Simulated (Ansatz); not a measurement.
# N interstitial in TaN

Theory: Ansatz, DFT PBEsol, scalar-relativistic, plane waves, PAW. (420 eV cutoff, 5×5×5 k-mesh, Gaussian smearing of 0.10 eV, no spin polarisation)

Host crystal, relaxed:

```
Ta N
1.0
     2.88947    0.00000    0.00000
    -1.44473    2.50235    0.00000
     0.00000    0.00000    5.86080
Ta N
2 2
Direct
  0.00000 0.00000 0.00000
  0.00000 0.00000 0.50000
  0.33333 0.66667 0.25000
  0.66667 0.33333 0.75000
```

Supercell of 32 atoms, rows in host cell vectors: -3 -1 0; 1 3 0; 1 -1 -1. Atoms relax at the host's cell from a start displaced at random by 0.06 Å near the defect, so other minima may exist. The cell is small, so energies carry finite-size errors of tenths of an eV. The host is a metal. Atoms are taken from and returned to the elements' standard states.

A cell with an odd number of electrons and no spin polarisation is a metal by construction and may be lower with spin. Spin-orbit coupling is left out, which matters for the bands and energies of heavy elements.

Defect: N interstitial at (0.333, 0.667, 0.625) of the host cell.

**Question.** What is the formation energy of the neutral defect?

**Answer.** 5.07 eV.

**Question.** Does the neutral defect carry a moment, and how do its surroundings relax?

**Answer.** The neutral run had no spin polarisation, so a moment wasn't tested. The nearest neighbours before are 3 Ta at 1.82 Å, 3 N at 1.82 Å; after relaxation the atoms near the site are 2 N at 2.01 Å, 1 N at 2.05 Å, 2 Ta at 2.18 Å, 4 Ta at 2.21 Å; the largest move is 0.73 Å.